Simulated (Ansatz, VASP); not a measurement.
**Two plane-wave programs on Y**

```
Y
1.0
     3.59810    0.00000    0.00000
    -1.79905    3.11605    0.00000
     0.00000    0.00000    5.65315
Y
2
Direct
  0.66667 0.33333 0.75000
  0.33333 0.66667 0.25000
```

Alike in both runs: task single point; functional PBE; k mesh 8 × 8 × 5; occupations fermi-dirac, width 0.05 eV; no spin polarisation.

```csv
,VASP,Ansatz
version,VASP 6.6.1,Ansatz 0.2.0
potentials or method,"VASP PAW PBE potentials, release 64 (Y_sv)",Ansatz PAW
plane-wave cutoff (eV),520,420
valence electrons in the cell,22,22
```

Ansatz gave:

```
gap on the k mesh at the Fermi level (eV)       : none
pressure (GPa)                                  : 1.6
largest component of the traceless stress (GPa) : 0.24
```

Which values does VASP return?

gap on the k mesh at the Fermi level (eV): none; pressure (GPa): 1.5; largest component of the traceless stress (GPa): 0.24.

A gap of «none» marks a metal or a gap that the smearing closes. The functional is the same, so the differences come from potentials, cutoffs and numerics.
